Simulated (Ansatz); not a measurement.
# Sb (P6_3/mmc) in Ansatz: further runs

The runs below take Sb through relaxation of cell and atoms, with PBEsol+D3(BJ), PBEsol+D4, RPBE+D3(BJ).

Everything below comes from runs of Ansatz 0.2.0. Logs are shortened: lines on timing, memory, paths and dates and some standing lists are left out, and cuts for length are marked.

### Step 1. The crystal as given

Symmetry: P6_3/mmc, No. 194, hexagonal system. The conventional cell has a = 3.355 Å, b = 3.355 Å, c = 5.470 Å, α = 90.00°, β = 90.00°, γ = 120.00°. Sb (site symmetry -6m2) has 12 Sb at 3.35 Å as nearest neighbours.

This isn't the form of Sb at room conditions, which is rhombohedral.

### Step 2. Relaxation of cell and atoms, PBEsol+D3(BJ)

Contents of input.yaml:

```yaml
crystal:
  lattice:
    - [3.3545324186, 0.0, 0.0]
    - [-1.6772662093, 2.9051102923, 0.0]
    - [0.0, 0.0, 5.47016065]
  atoms:
    - { symbol: Sb, position: [0.6666666667, 0.3333333333, 0.75] }
    - { symbol: Sb, position: [0.3333333333, 0.6666666667, 0.25] }
hamiltonian:
  xc: pbesol
  pseudopotentials: { kind: paw }
  dispersion: d3bj
kpoints:
  mp_grid: { grid: [9, 9, 5] }
scf:
  occupations: { method: fermi_dirac, width: 0.05 }
output:
  forces: true
  stress: true
  eigenvalues: true
relax:
  f_tol: 0.01
  max_steps: 40
  cell: { stress_tol: 0.05 }
```

Potentials or basis: Ansatz PAW.

On the command line:

```
$ ansatz run input.yaml --threads 2 --pin off --max-ram 5632MiB --backend cpu --events-out ev --progress --plain --runs-dir out
```

The program printed:

```text
Warning: RAYON_NUM_THREADS=2 ignored (pool sized by the plan → 2); use --threads N
Engine: ansatz 0.2.0, aarch64-unknown-linux-gnu
Pseudopotentials: kind: paw
Pseudopotential: Sb, paw, valence charge 15, recommended cutoff 420 eV (normal), Sb.paw.azcp
Functional definition: PBEsol
  exchange = pbesol_x
  correlation = pbesol_c
Crystal: 2 atoms, lattice volume = 53.308 Å³
Basis set: ecut = 420 eV, 1087 PW (Γ), exchange–correlation on 48×48×80 points (8 copies of the dense FFT grid, shifted against one another)
Bands: 19, of which v1, the nominal top of the filled ones, is band 15 counted from 1 (14 counted from 0)
Symmetry: 24 space group operations
Space group: P63/mmc (ITA 194), of the structure as read, at distance tolerance 3.8e-5 Å
k-points: 36 of 405
Non-local potential: Sb, projectors of the file, l = 0: 2, l = 1: 2, l = 2: 2, l = 3: 2
PAW form: soft (Blöchl's): semilocal exchange-correlation on the pseudo side does not see the compensation charge
PAW frozen core: Sb, regenerated for the run's functional, and the local potential with it (the file was generated under x = pbe(κ = 0.804, μ = 0.2195149727645171), c = pbe(β = 0.06672455060314922))
PAW one-centre angular grid: Sb, 590 points (default); XC on 64 Gauss nodes
Initial density: superposition of atomic densities (neutral atoms: chi_scale 0, normalization atom), corrected by the library's trained network
Initial wavefunctions: pseudopotential atomic-orbital guess
Functional: x = pbesol(κ = 0.804, μ = 0.12345679012345678), c = pbesol(β = 0.046)
SCF iter   1: F=—  HF=-12816.749908 eV  |F-HF|=—  |Δ(HF+E_count)|=         —  Δρ=2.45e-3  dr2=1.95e-3  ethr=1.77e-3  ⟨swp⟩=5.8  Hψ=3361  notcnv=0
preconditioner: auto → Kerker (q_TF=auto, 2.479 Å⁻¹)  [metal: Δε(μ)=0.038 eV  Ē_g=8.566 eV  σ=0.050 eV  W_gap=0.19  n_scr=22 (ndim 8)  ℏωp=16.1 eV  f_vac=0.000  D(μ)=1.57/eV (n_scr^D=10)]
SCF iter   2: F=—  HF=-12816.747568 eV  |F-HF|=—  |Δ(HF+E_count)|=   2.34e-3  Δρ=1.61e-3  dr2=8.85e-4  ethr=6.51e-6  ⟨swp⟩=2.5  Hψ=1382  notcnv=0  defer=1
SCF iter   3: F=—  HF=-12816.747419 eV  |F-HF|=—  |Δ(HF+E_count)|=   1.49e-4  Δρ=7.41e-4  dr2=1.39e-4  ethr=2.95e-6  ⟨swp⟩=2.0  Hψ=1213  notcnv=0  defer=1
SCF iter   4: F=—  HF=-12816.747305 eV  |F-HF|=—  |Δ(HF+E_count)|=   1.14e-4  Δρ=8.47e-5  dr2=5.26e-6  ethr=4.63e-7  ⟨swp⟩=2.0  Hψ=1213  notcnv=0  defer=1
SCF iter   5: F=—  HF=-12816.747306 eV  |F-HF|=—  |Δ(HF+E_count)|=   6.91e-7  Δρ=3.00e-5  dr2=6.19e-7  ethr=1.75e-8  ⟨swp⟩=2.4  Hψ=1223  notcnv=0  defer=1
SCF iter   6: F=-12816.747306 eV  HF=-12816.747306 eV  |F-HF|=1.60e-8  |Δ(HF+E_count)|=   1.57e-7  Δρ=6.67e-6  dr2=3.05e-8  ethr=3.33e-10  ⟨swp⟩=6.6  Hψ=2975  notcnv=0
SCF 1 converged in 6 iterations: F = -12816.747306 eV  dr2 = 3.05e-8
relax step   1: F+E_penalty+E_count = -12816.74730575 eV  Δ(F+E_penalty+E_count) = +0.000e0 eV  max|allowed force component| = 7.286e-17 eV/Å  Δτ_max = 0.0000 Å  P = -4.826 GPa  Ω = 53.308 Å³  (6 SCF iters, dr2 threshold 1.00e-7 eV, accepted)
Crystal: 2 atoms, lattice volume = 47.430 Å³
Basis set: ecut = 420 eV, 941 PW (Γ), exchange–correlation on 48×48×80 points (8 copies of the dense FFT grid, shifted against one another)
Initial density: handed on by an earlier stage of this run
Initial wavefunctions: those handed on with the density
iter 1 solved again at ethr=1.50e-6 eV; its pass at ethr=3.10e-3 eV (dr2=4.51e-4 eV) is discarded
SCF iter   1: F=—  HF=-12816.789411 eV  |F-HF|=—  |Δ(HF+E_count)|=         —  Δρ=1.24e-3  dr2=4.46e-4  ethr=1.50e-6  ⟨swp⟩=3.1  Hψ=4776  notcnv=0
preconditioner: auto → Kerker (q_TF=auto, 2.528 Å⁻¹)  [metal: Δε(μ)=0.103 eV  Ē_g=24.872 eV  σ=0.050 eV  W_gap=0.43  n_scr=10 (ndim 8)  ℏωp=29.5 eV  f_vac=0.000  D(μ)=0.93/eV (n_scr^D=2)]
SCF iter   2: F=—  HF=-12816.789736 eV  |F-HF|=—  |Δ(HF+E_count)|=   3.25e-4  Δρ=8.00e-4  dr2=2.06e-4  ethr=1.49e-6  ⟨swp⟩=1.0  Hψ=684  notcnv=0
SCF iter   3: F=—  HF=-12816.789861 eV  |F-HF|=—  |Δ(HF+E_count)|=   1.25e-4  Δρ=1.28e-4  dr2=9.22e-6  ethr=6.86e-7  ⟨swp⟩=1.1  Hψ=699  notcnv=0
SCF iter   4: F=—  HF=-12816.789865 eV  |F-HF|=—  |Δ(HF+E_count)|=   4.42e-6  Δρ=2.55e-5  dr2=4.03e-7  ethr=3.07e-8  ⟨swp⟩=1.9  Hψ=790  notcnv=0
SCF iter   5: F=-12816.789865 eV  HF=-12816.789865 eV  |F-HF|=1.01e-8  |Δ(HF+E_count)|=   1.55e-7  Δρ=8.77e-6  dr2=3.30e-8  ethr=6.67e-10  ⟨swp⟩=5.6  Hψ=2852  notcnv=0
SCF 2 converged in 5 iterations: F = -12816.789865 eV  dr2 = 3.30e-8
relax step   2: F+E_penalty+E_count = -12816.78986523 eV  Δ(F+E_penalty+E_count) = -4.256e-2 eV  max|allowed force component| = 3.354e-17 eV/Å  Δτ_max = 0.0000 Å  P = +3.638 GPa  Ω = 47.430 Å³  energy of the carried Pulay correction = +1.606e-3 eV  (5 SCF iters, dr2 threshold 2.00e-7 eV, accepted)
Crystal: 2 atoms, lattice volume = 49.790 Å³
Basis set: ecut = 420 eV, 989 PW (Γ), exchange–correlation on 48×48×80 points (8 copies of the dense FFT grid, shifted against one another)
iter 1 solved again at ethr=3.40e-7 eV; its pass at ethr=3.10e-3 eV (dr2=1.02e-4 eV) is discarded
SCF iter   1: F=—  HF=-12816.810561 eV  |F-HF|=—  |Δ(HF+E_count)|=         —  Δρ=5.43e-4  dr2=9.47e-5  ethr=3.40e-7  ⟨swp⟩=3.1  Hψ=4884  notcnv=0
preconditioner: auto → Kerker (q_TF=auto, 2.507 Å⁻¹)  [metal: Δε(μ)=0.114 eV  Ē_g=8.921 eV  σ=0.050 eV  W_gap=0.50  n_scr=22 (ndim 8)  ℏωp=16.6 eV  f_vac=0.000  D(μ)=1.15/eV (n_scr^D=2)]
SCF iter   2: F=—  HF=-12816.810629 eV  |F-HF|=—  |Δ(HF+E_count)|=   6.86e-5  Δρ=3.53e-4  dr2=4.48e-5  ethr=3.16e-7  ⟨swp⟩=1.0  Hψ=684  notcnv=0
SCF iter   3: F=—  HF=-12816.810656 eV  |F-HF|=—  |Δ(HF+E_count)|=   2.65e-5  Δρ=5.42e-5  dr2=1.88e-6  ethr=1.49e-7  ⟨swp⟩=1.1  Hψ=707  notcnv=0
SCF iter   4: F=-12816.810656 eV  HF=-12816.810656 eV  |F-HF|=9.74e-9  |Δ(HF+E_count)|=   3.87e-7  Δρ=8.91e-6  dr2=3.66e-8  ethr=6.67e-10  ⟨swp⟩=4.9  Hψ=3037  notcnv=0
SCF 3 converged in 4 iterations: F = -12816.810656 eV  dr2 = 3.66e-8
relax step   3: F+E_penalty+E_count = -12816.81065631 eV  Δ(F+E_penalty+E_count) = -2.079e-2 eV  max|allowed force component| = 9.252e-18 eV/Å  Δτ_max = 0.0000 Å  P = -0.537 GPa  Ω = 49.790 Å³  energy of the carried Pulay correction = +9.393e-4 eV  (4 SCF iters, dr2 threshold 2.00e-7 eV, accepted)
Crystal: 2 atoms, lattice volume = 49.475 Å³
iter 1 solved again at ethr=8.01e-8 eV; its pass at ethr=3.10e-3 eV (dr2=2.40e-5 eV) is discarded
[... 21 lines left out ...]
iter 5 did not close the SCF: its close was put off for the readings that it lacked (scf_convergence_deferred on its scf_iter line)
SCF iter   5: F=-12816.811385 eV  HF=-12816.811385 eV  |F-HF|=3.64e-12  |Δ(HF+E_count)|=    0.00e0  Δρ=2.13e-8  dr2=1.71e-13  ethr=1.00e-12  ⟨swp⟩=1.0  Hψ=684  notcnv=0
iter 6 did not close the SCF: its close was put off for the readings that it lacked (scf_convergence_deferred on its scf_iter line)
SCF iter   6: F=-12816.811385 eV  HF=-12816.811385 eV  |F-HF|=1.82e-12  |Δ(HF+E_count)|=  1.82e-12  Δρ=4.15e-9  dr2=2.61e-15  ethr=1.00e-12  ⟨swp⟩=1.0  Hψ=684  notcnv=0
SCF iter   7: F=-12816.811385 eV  HF=-12816.811385 eV  |F-HF|=0.00e0  |Δ(HF+E_count)|=  1.82e-12  Δρ=5.79e-10  dr2=2.11e-16  ethr=1.00e-12  ⟨swp⟩=1.0  Hψ=1512  notcnv=0
SCF 5 converged in 7 iterations: F = -12816.811385 eV  dr2 = 2.11e-16
relax step   5: F+E_penalty+E_count = -12816.81138500 eV  Δ(F+E_penalty+E_count) = -2.970e-5 eV  max|allowed force component| = 4.626e-18 eV/Å  Δτ_max = 0.0000 Å  P = +0.009 GPa  Ω = 49.439 Å³  energy of the carried Pulay correction = +1.037e-3 eV  (7 SCF iters, dr2 threshold 1.92e-8 eV, accepted)
Basis set: ecut = 420 eV, 989 PW (Γ), exchange–correlation on 48×48×72 points (8 copies of the dense FFT grid, shifted against one another)
Initial wavefunctions: pseudopotential atomic-orbital guess (no wavefunctions were taken with the density)
iter 1 solved again at ethr=1.81e-7 eV; its pass at ethr=3.10e-3 eV (dr2=5.44e-5 eV) is discarded
SCF iter   1: F=—  HF=-12816.810257 eV  |F-HF|=—  |Δ(HF+E_count)|=         —  Δρ=8.48e-5  dr2=4.26e-7  ethr=1.81e-7  ⟨swp⟩=2.9  Hψ=5038  notcnv=0
SCF iter   2: F=—  HF=-12816.810257 eV  |F-HF|=—  |Δ(HF+E_count)|=   8.22e-8  Δρ=4.16e-5  dr2=9.30e-8  ethr=1.42e-9  ⟨swp⟩=2.4  Hψ=1133  notcnv=0
SCF iter   3: F=—  HF=-12816.810257 eV  |F-HF|=—  |Δ(HF+E_count)|=   2.38e-7  Δρ=1.81e-6  dr2=4.67e-10  ethr=3.10e-10  ⟨swp⟩=3.0  Hψ=1227  notcnv=0
iter 4 did not close the SCF: its close was put off for the readings that it lacked (scf_convergence_deferred on its scf_iter line)
SCF iter   4: F=-12816.810257 eV  HF=-12816.810257 eV  |F-HF|=7.28e-12  |Δ(HF+E_count)|=  5.86e-10  Δρ=2.49e-7  dr2=1.45e-11  ethr=1.56e-12  ⟨swp⟩=2.7  Hψ=1209  notcnv=0
iter 5 did not close the SCF: its close was put off for the readings that it lacked (scf_convergence_deferred on its scf_iter line)
SCF iter   5: F=-12816.810257 eV  HF=-12816.810257 eV  |F-HF|=3.64e-12  |Δ(HF+E_count)|=    0.00e0  Δρ=3.96e-8  dr2=4.13e-13  ethr=1.00e-12  ⟨swp⟩=1.0  Hψ=684  notcnv=0
iter 6 did not close the SCF: its close was put off for the readings that it lacked (scf_convergence_deferred on its scf_iter line)
SCF iter   6: F=-12816.810257 eV  HF=-12816.810257 eV  |F-HF|=1.82e-12  |Δ(HF+E_count)|=  3.64e-12  Δρ=4.93e-9  dr2=4.89e-15  ethr=1.00e-12  ⟨swp⟩=1.0  Hψ=684  notcnv=0
iter 7 did not close the SCF: its close was put off for the readings that it lacked (scf_convergence_deferred on its scf_iter line)
SCF iter   7: F=-12816.810257 eV  HF=-12816.810257 eV  |F-HF|=3.64e-12  |Δ(HF+E_count)|=  1.82e-12  Δρ=1.47e-9  dr2=8.16e-16  ethr=1.00e-12  ⟨swp⟩=1.0  Hψ=684  notcnv=0
SCF iter   8: F=-12816.810257 eV  HF=-12816.810257 eV  |F-HF|=3.64e-12  |Δ(HF+E_count)|=  3.64e-12  Δρ=1.73e-10  dr2=5.31e-18  ethr=1.00e-12  ⟨swp⟩=2.2  Hψ=2062  notcnv=0
SCF 6 converged in 8 iterations: F = -12816.810257 eV  dr2 = 5.31e-18
relax step   6: F+E_penalty+E_count = -12816.81025695 eV  Δ(F+E_penalty+E_count) = +1.128e-3 eV  max|allowed force component| = 9.252e-18 eV/Å  Δτ_max = 0.0000 Å  P = +0.012 GPa  Ω = 49.439 Å³  stress off target by 4.12e-2 GPa  SCF on the basis re-selected at this cell (its energy is not comparable with the rows above)  (8 SCF iters)
basis re-selected at this cell: Δ(F+E_penalty+E_count) = +1.128e-3 eV, ΔP = +0.003 GPa vs the last step (what re-selecting the basis moved, of the pressure what is left beyond the Pulay correction that the steps carried, after the strain that the cell walked since its last selection, with what the two solves' SCF thresholds leave and, on support functions, any second-order correction that the steps lacked; it is no measure of the basis error at this ecutwfc). The dense FFT grid was sized anew with the basis: this SCF ran on 24×24×36 points, the steps before it on 24×24×40, so part of this shift can come from that change (see relax.cell in the input reference). This SCF's stress stands 4.12e-2 GPa from its target on what of the cell is left free (relax.cell.stress_tol is 5.00e-2 GPa) and its largest allowed force component is 9.25e-18 eV/Å (relax.f_tol is 1.00e-2 eV/Å): within both
SCF converged after 8 iterations
Free energy (F): -12816.810257 eV
Harris-Foulkes:  -12816.810257 eV  (|F-HF|=3.64e-12)
Internal energy: -12816.801739 eV  (E = F + TS)
E sigma→0 (E₀):  -12816.805998 eV
Entropy (-TS):   -0.008518 eV (-4.259 meV/atom)
Fermi energy:    12.861025 eV
--- Per-component energies (eV) ---
  E_band       = -251.680085
  E_kinetic    = 416.839171
  E_local      = -2732.394168  (includes V_loc(G=0)·N_el)
  E_nonlocal   = 727.340682
  E_hartree    = 1258.733263
  E_xc         = -276.731271
  E_vxc        = -195.478144  (∫ρ·V_xc dr)
  E_paw        = -8997.881735  (= ΣΔE_a)
  E_vpaw       = -985.454148  (= ΣTr[D̂ρ^β])
  E_aug_tail   = -0.000004  (compensation charges beyond the density's cutoff)
  E_ewald      = -3212.262520
  E_disp       = -1.108871  (pairwise vdW)
  E_core_change = 0.663714  (= ΣΔE_core)
  E_smearing   = -0.008518  (= −TS)
  E_closure    = 0.000000  (closes the sum)
  Σ components = -12816.810257   (vs F -12816.810257, Δ=0.00e0)
--- Forces (eV/Å), atoms counted from 1 ---
  atom   1  Sb     0.00000000    -0.00000000     0.00000000
  atom   2  Sb    -0.00000000     0.00000000     0.00000000
  max |Σ_I F_I| component: 2.31e-18 eV/Å
--- Stress (GPa, compression-positive) ---
       -0.002358       0.000000       0.000000
        0.000000      -0.002358       0.000000
        0.000000       0.000000       0.041164
  P = ⅓ Tr σ = 0.0121 GPa (0.121 kbar)
--- Band table (eV; the first three rows and the last of 36) ---
  k-point 0: bands = ["-16.3283", "-16.3186", "-16.3058", "-16.3058", "-16.2998", "-16.2998", "-16.2918", "-16.2918", "-16.2241", "-16.2241", "-0.6865", "3.5945", "6.5693", "16.9193", "16.9193", "18.7366", "18.7366", "19.0372", "21.1954"]
  k-point 1: bands = ["-16.3272", "-16.3193", "-16.3124", "-16.3124", "-16.3030", "-16.3030", "-16.2781", "-16.2781", "-16.2279", "-16.2279", "-0.4711", "2.6041", "7.9916", "17.0242", "17.0844", "17.0844", "18.5795", "18.5795", "21.3329"]
  k-point 2: bands = ["-16.3243", "-16.3214", "-16.3147", "-16.3147", "-16.3100", "-16.3100", "-16.2574", "-16.2574", "-16.2393", "-16.2393", "0.1727", "1.2279", "10.6475", "13.7652", "17.5356", "17.5356", "18.1205", "18.1205", "21.7451"]
  k-point 35: bands = ["-16.3271", "-16.3271", "-16.3074", "-16.2690", "-16.2566", "-16.2563", "-16.2563", "-16.2509", "-16.2234", "-16.2234", "5.0483", "5.0483", "8.4240", "8.4240", "8.9093", "9.9141", "15.8367", "15.8367", "19.7344"]
--- Relaxed structure (5 steps of the walk, 5 accepted, 1 SCFs on fresh bases) ---
  F+E_penalty+E_count = -12816.81025695 eV   max|allowed force component| = 9.252e-18 eV/Å   (the final SCF, on the basis selected at the relaxed cell)
  cell:  # Å, volume = 49.4386 Å³
    - [3.271144100231, 0.0, 0.0]
    - [-1.6355720501155, 2.832893890239636, 0.0]
    - [0.0, 0.0, 5.335019949601469]
  atoms:
    - { symbol: Sb, position: [0.6666666666666665, 0.33333333333333326, 0.7500000000000001] }
    - { symbol: Sb, position: [0.33333333333333326, 0.6666666666666665, 0.24999999999999997] }
```

It took 6.4 s on 2 threads of Arm Neoverse V2, shared host; peak memory 0.34 GiB.

What came out:

| Quantity | Value |
| --- | --- |
| Free energy | -12816.8103 eV |
| Relaxed volume | 24.72 Å³/atom |
| Relaxed cell | a = 3.271 Å, b = 3.271 Å, c = 5.335 Å, α = 90.00°, β = 90.00°, γ = 120.00° |
| Space group after relaxing (to 0.05 Å) | P6_3/mmc (No. 194) |
| Energy gained by relaxing | 31.5 meV/atom |
| Ionic steps | 6 |
| Pressure after relaxing | 0.0 GPa |
| Band gap on the k mesh | none (metal or under the smearing width) |

The path:
| step | energy change (eV) | largest force (eV/Å) | volume (Å³) |
| --- | --- | --- | --- |
| 1 | 0.0000 | 0.0000 | 53.31 |
| 2 | -0.0426 | 0.0000 | 47.43 |
| 3 | -0.0634 | 0.0000 | 49.79 |
| 4 | -0.0640 | 0.0000 | 49.47 |
| 5 | -0.0641 | 0.0000 | 49.44 |
| 6 | -0.0630 | 0.0000 | 49.44 |

Final structure:
```cif
data_structure
_symmetry_space_group_name_H-M 'P 1'
_symmetry_Int_Tables_number 1
_cell_length_a 3.2711
_cell_length_b 3.2711
_cell_length_c 5.3350
_cell_angle_alpha 90.000
_cell_angle_beta 90.000
_cell_angle_gamma 120.000
_cell_volume 49.44
loop_
_atom_site_label
_atom_site_type_symbol
_atom_site_fract_x
_atom_site_fract_y
_atom_site_fract_z
_atom_site_occupancy
Sb1 Sb 0.66667 0.33333 0.75000 1
Sb2 Sb 0.33333 0.66667 0.25000 1
```

Caveat: the plane-wave basis is chosen anew once the cell has moved, so the energies of steps on either side of that aren't comparable; pairwise dispersion overbinds metals, which lowers pressure and volume; the PAW data sets come from PBE, with cores solved anew for the run's functional, which leaves a small shift of forces and pressure. The run has no spin-orbit coupling, so splittings on Sb are missing.

(Continued in part 2 of 2.)
